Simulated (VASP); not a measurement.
# KI (Fm-3m) in VASP: single point with PBEsol

Aim: the single point of KI with PBEsol.

Everything below comes from runs of VASP 6.6.1. Logs are shortened: lines on timing, memory, paths and dates and some standing lists are left out, and cuts for length are marked.

**What was measured.**

From a printed reference work, monograph, for a bulk crystal of KI: band gap 6.32 eV.

How close the calculation comes is told below.

### Step 1. The cell of the first run

The structure is cubic, space group Fm-3m (No. 225). The conventional cell has a = 7.066 Å, b = 7.066 Å, c = 7.066 Å, α = 90.00°, β = 90.00°, γ = 90.00°. K (site symmetry m-3m) has 6 I at 3.53 Å within 4.6 Å. I (site symmetry m-3m) has 6 K at 3.53 Å within 4.6 Å.

### Step 2. Single point, PBEsol

INCAR reads:

```
  PREC = Accurate
  ENCUT = 520
  EDIFF = 1E-6
  ISMEAR = 0
  SIGMA = 0.01
  LREAL = F
  LASPH = T
  NELM = 60
  ALGO = Normal
  ISIF = 2
  LWAVE = F
  LCHARG = F
  GGA = PS
  NBANDS = 15
```

KPOINTS reads:

```
Automatic mesh
0
Gamma
  4 4 4
```

POSCAR reads:

```
KI
1.0
    0.0000000000      3.5327750000      3.5327750000
    3.5327750000      0.0000000000      3.5327750000
    3.5327750000      3.5327750000      0.0000000000
K I
1 1
Direct
    0.0000000000      0.0000000000      0.0000000000
    0.5000000000      0.5000000000      0.5000000000
```

Potentials or basis: VASP PAW PBE potentials, release 64 (K_sv, I).

On the command line:

```
$ cat potpaw_PBE.64/K_sv/POTCAR potpaw_PBE.64/I/POTCAR > POTCAR
$ mpirun -np 1 vasp_std > vasp.out
```

OUTCAR:

```text
PREC = Accurate
   ENCUT = 520
   EDIFF = 1E-6
   ISMEAR = 0
   LREAL = F
   LASPH = T
   NELM = 60
   ISIF = 2
   GGA = PS

 ion  position               nearest neighbor table
   1  0.000  0.000  0.000-   2 3.53   2 3.53   2 3.53   2 3.53   2 3.53   2 3.53
   2  0.500  0.500  0.500-   1 3.53   1 3.53   1 3.53   1 3.53   1 3.53   1 3.53

  LATTYP: Found a face centered cubic cell.
 ALAT       =     7.0655500000

  Lattice vectors:

 A1 = (   0.0000000000,   3.5327750000,   3.5327750000)
 A2 = (   3.5327750000,   0.0000000000,   3.5327750000)
 A3 = (   3.5327750000,   3.5327750000,   0.0000000000)

Analysis of symmetry for initial positions (statically):
=====================================================================
 Subroutine PRICEL returns:
 Original cell was already a primitive cell.

 Routine SETGRP: Setting up the symmetry group for a
 face centered cubic supercell.

 Subroutine GETGRP returns: Found 48 space group operations
 (whereof 48 operations were pure point group operations)
 out of a pool of 48 trial point group operations.

The static configuration has the point symmetry O_h .

Analysis of symmetry for dynamics (positions and initial velocities):
=====================================================================
 Subroutine PRICEL returns:
 Original cell was already a primitive cell.

 Routine SETGRP: Setting up the symmetry group for a
 face centered cubic supercell.

 Subroutine GETGRP returns: Found 48 space group operations
 (whereof 48 operations were pure point group operations)
 out of a pool of 48 trial point group operations.

The dynamic configuration has the point symmetry O_h .

 Subroutine INISYM returns: Found 48 space group operations
 (whereof 48 operations are pure point group operations),
 and found     1 'primitive' translations

----------------------------------------------------------------------------------------

                                     Primitive cell

  volume of cell :      88.1816

  direct lattice vectors                    reciprocal lattice vectors
     0.000000000  3.532775000  3.532775000    -0.141531799  0.141531799  0.141531799
     3.532775000  0.000000000  3.532775000     0.141531799 -0.141531799  0.141531799
     3.532775000  3.532775000  0.000000000     0.141531799  0.141531799 -0.141531799

  length of vectors
     4.996098318  4.996098318  4.996098318     0.245140266  0.245140266  0.245140266

  position of ions in fractional coordinates (direct lattice)
     0.000000000  0.000000000  0.000000000
     0.500000000  0.500000000  0.500000000

  ion indices of the primitive-cell ions
   primitive index   ion index
                 1           1
                 2           2

----------------------------------------------------------------------------------------

 KPOINTS: Automatic mesh

Automatic generation of k-mesh.
 Grid dimensions read from file:
 generate k-points for:    4    4    4

 Generating k-lattice:

  Cartesian coordinates                     Fractional coordinates (reciprocal lattice)
    -0.035382950  0.035382950  0.035382950     0.250000000  0.000000000  0.000000000
     0.035382950 -0.035382950  0.035382950     0.000000000  0.250000000  0.000000000
     0.035382950  0.035382950 -0.035382950     0.000000000  0.000000000  0.250000000

  Length of vectors
     0.061285067  0.061285067  0.061285067

  Shift w.r.t. Gamma in fractional coordinates (k-lattice)
     0.000000000  0.000000000  0.000000000

 Subroutine IBZKPT returns following result:
 ===========================================

 Found      8 irreducible k-points:

 Following reciprocal coordinates:
            Coordinates               Weight
  0.000000  0.000000  0.000000      1.000000
  0.250000  0.000000  0.000000      8.000000
  0.500000  0.000000  0.000000      4.000000
  0.250000  0.250000  0.000000      6.000000
  0.500000  0.250000  0.000000     24.000000
 -0.250000  0.250000  0.000000     12.000000
  0.500000  0.500000  0.000000      3.000000
 -0.250000  0.500000  0.250000      6.000000
   k-points           NKPTS =      8   k-points in BZ     NKDIM =      8   number of bands    NBANDS=     15
   number of dos      NEDOS =    301   number of ions     NIONS =      2
   total plane-waves  NPLWV =  64000
   dimension x,y,z NGX =    40 NGY =   40 NGZ =   40
   dimension x,y,z NGXF=    80 NGYF=   80 NGZF=   80
   ions per type =               1   1
   NGX,Y,Z   is equivalent  to a cutoff of  13.31, 13.31, 13.31 a.u.
   NGXF,Y,Z  is equivalent  to a cutoff of  26.62, 26.62, 26.62 a.u.
 SYSTEM =  unknown system
   PREC   = accura    normal or accurate (medium, high low for compatibility)
   ISTART =      0    job   : 0-new  1-cont  2-samecut
   ICHARG =      2    charge: 1-file 2-atom 10-const
   ISPIN  =      1    spin polarized calculation?
   LNONCOLLINEAR =      F non collinear calculations
   LSORBIT =      F    spin-orbit coupling
   LASPH  =      T    aspherical Exc in radial PAW
   ENCUT  =  520.0 eV  38.22 Ry    6.18 a.u.   9.29  9.29  9.29*2*pi/ulx,y,z
   NELM   =     60;   NELMIN=  2; NELMDL= -5     # of ELM steps
   EDIFF  = 0.1E-05   stopping-criterion for ELM
   LREAL  =      F    real-space projection
   EDIFFG = 0.1E-04   stopping-criterion for IOM
   NSW    =      0    number of steps for IOM
   IBRION =     -1    ionic relax: 0-MD 1-quasi-New 2-CG
   NFREE  =      0    steps in history (QN), initial steepest desc. (CG)
   ISIF   =      2    stress and relaxation
   ISYM   =      2    0-nonsym 1-usesym 2-fastsym
   POTIM  = 0.5000    time-step for ionic-motion
   TEBEG  =    0.0;   TEEND  =   0.0 temperature during run
   PSTRESS=    0.0 pullay stress
   NELECT =      16.0000    total number of electrons
   NUPDOWN=      -1.0000    fix difference up-down
   EMIN   =  10.00;   EMAX   =-10.00  energy-range for DOS
   EFERMI =   0.00;   METHOD = LEGACY
   ISMEAR =     0;   SIGMA  =   0.01  broadening in eV -4-tet -1-fermi 0-gaus
   EFERMI_NEDOS =   21; number of points for ismear=-14 and -15
   IALGO  =     38    algorithm
   IMIX   =      4    mixing-type and parameters
     AMIX     =   0.40;   BMIX     =  1.00
     AMIX_MAG =   1.60;   BMIX_MAG =  1.00
  volume/ion in A,a.u.               =      44.09       297.54
  Fermi-wavevector in a.u.,A,eV,Ry     =   0.926806  1.751409 11.686988  0.858969
  Thomas-Fermi vector in A             =   2.052808
   LORBIT       =      0    0 simple, 1 ext, 2 COOP (PROOUT), +10 PAW based schemes
   GGA     = PS    functional components
   LHFCALC =     F    Hartree Fock is set to
   AEXX    =    0.0000 exact exchange contribution
   IVDW    =     0    specifies the selected vdW correction
   LEPSILON=     F    determine dielectric tensor
   LRPA    =     F    only Hartree local field effects (RPA)
 non-spin polarized calculation
 Gauss-broadening in eV      SIGMA  =   0.01
  energy-cutoff  :      520.00
  volume of cell :       88.18
 maximum number of plane-waves:      2421
 NGX is ok and might be reduce to    40
   NGX = 19   NGY = 19   NGZ = 19

 number of electron      15.9999999 magnetization

 Free energy of the ion-electron system (eV)
  ---------------------------------------------------
  ext. energy  EPLUGINS =         0.00000000
  ---------------------------------------------------
  free energy    TOTEN  =        -5.81361935 eV

  energy without entropy =       -5.81361935  energy(sigma->0) =       -5.81361935

 E-fermi :  -0.4609     XC(G=0):  -7.3412

 val. band max:       -0.5074172921   @ k =   0.0000   0.0000   0.0000
 cond. band min:       3.3062220100   @ k =   0.0000   0.0000   0.0000
 fundamental gap:      3.8136393021
 Fermi energy:        -0.4608676724

 k-point     1 :       0.0000    0.0000    0.0000
  band No.  band energies     occupation
      1     -28.8351      2.00000
      2     -12.3875      2.00000
      3     -12.3875      2.00000
      4     -12.3875      2.00000
      5     -11.0443      2.00000
      6      -0.5074      2.00000
      7      -0.5074      2.00000
      8      -0.5074      2.00000
      9       3.3062      0.00000
     10       5.9203      0.00000
     11       5.9203      0.00000
     12       5.9203      0.00000
     13       6.6603      0.00000
     14       6.6603      0.00000
     15       9.0976      0.00000

 k-point     2 :       0.2500    0.0000    0.0000
  band No.  band energies     occupation
      1     -28.8340      2.00000
      2     -12.4746      2.00000
      3     -12.3887      2.00000
      4     -12.3887      2.00000
      5     -10.8927      2.00000
      6      -1.2884      2.00000
      7      -0.6872      2.00000
      8      -0.6872      2.00000
      9       4.4144      0.00000
     10       5.9685      0.00000
     11       6.5330      0.00000
     12       6.5331      0.00000
     13       7.3580      0.00000
     14       7.3580      0.00000
     15       9.7387      0.00000

 k-point     3 :       0.5000    0.0000    0.0000
  band No.  band energies     occupation
      1     -28.8329      2.00000
      2     -12.5486      2.00000
      3     -12.3899      2.00000
      4     -12.3899      2.00000
      5     -10.7515      2.00000
      6      -1.8573      2.00000
      7      -0.8500      2.00000
      8      -0.8500      2.00000
      9       4.8767      0.00000
     10       7.1019      0.00000
     11       7.5578      0.00000
     12       7.5578      0.00000
     13       8.1575      0.00000
     14       8.1575      0.00000
     15       8.7532      0.00000
[... 55 lines left out ...]
 k-point     7 :       0.5000    0.5000    0.0000
  band No.  band energies     occupation
      1     -28.8323      2.00000
      2     -12.4349      2.00000
      3     -12.4066      2.00000
      4     -12.4066      2.00000
      5     -10.8995      2.00000
      6      -1.5273      2.00000
      7      -0.8810      2.00000
      8      -0.8810      2.00000
      9       4.3188      0.00000
     10       5.1658      0.00000
     11       7.5639      0.00000
     12       8.1442      0.00000
     13       8.1667      0.00000
     14       9.1052      0.00000
     15       9.1052      0.00000

 k-point     8 :      -0.2500    0.5000    0.2500
  band No.  band energies     occupation
      1     -28.8323      2.00000
      2     -12.4434      2.00000
      3     -12.4207      2.00000
      4     -12.4207      2.00000
      5     -10.8357      2.00000
      6      -1.2519      2.00000
      7      -1.2519      2.00000
      8      -1.1194      2.00000
      9       5.8563      0.00000
     10       5.8563      0.00000
     11       6.0557      0.00000
     12       7.5888      0.00000
     13       8.2731      0.00000
     14       9.1385      0.00000
     15       9.4942      0.00000

------------------------ aborting loop because EDIFF is reached ----------------------------------------

  FORCE on cell =-STRESS in cart. coord.  units (eV):
  Direction    XX          YY          ZZ          XY          YZ          ZX
  --------------------------------------------------------------------------------------
  -------------------------------------------------------------------------------------
  Total       -0.1333715     -0.1333715     -0.1333715     -0.0000000      0.0000000      0.0000000
  in kB       -2.4232363     -2.4232363     -2.4232363     -0.0000000      0.0000000      0.0000000
  external PRESSURE =      -2.4232363 kB  Pullay stress =       0.0000000 kB

 VOLUME and BASIS-vectors are now :
 -----------------------------------------------------------------------------
  energy-cutoff  :      520.00
  volume of cell :       88.18
      direct lattice vectors                 reciprocal lattice vectors
     0.000000000  3.532775000  3.532775000    -0.141531799  0.141531799  0.141531799
     3.532775000  0.000000000  3.532775000     0.141531799 -0.141531799  0.141531799
     3.532775000  3.532775000  0.000000000     0.141531799  0.141531799 -0.141531799

 POSITION                                       TOTAL-FORCE (eV/Angst)
 -----------------------------------------------------------------------------------
      0.00000      0.00000      0.00000         0.000000     -0.000000     -0.000000
      3.53277      3.53277      3.53277        -0.000000      0.000000      0.000000
 -----------------------------------------------------------------------------------
    total drift:                                0.000000     -0.000000     -0.000000

  FREE ENERGIE OF THE ION-ELECTRON SYSTEM (eV)
  ---------------------------------------------------
  free  energy   TOTEN  =        -5.8136193526 eV

  energy  without entropy=       -5.8136193526  energy(sigma->0) =       -5.81361935
```

Run time: 30 s. Hardware: 1 thread of Intel Xeon 6975P-C, shared host; peak memory 0.23 GiB.

Results:

| Property | Result |
| --- | --- |
| Free energy | -5.8136 eV |
| Pressure | -0.2 GPa |
| Band gap on the k mesh | 3.81 eV, direct |

Caveat: the PAW data sets were made with another functional, which shifts forces and pressure a little; spin-orbit coupling is left out, which moves the levels of the heavy elements.

### Step 3. How close it comes

Step 2. Measured gap of KI: 6.32 eV (a printed reference work, monograph). This calculation gives 3.81 eV (-2.51 eV). Spin-orbit coupling on I is left out. The value is that of PBEsol, without temperature or zero-point motion. Semilocal functionals fall short of measured gaps as a rule.
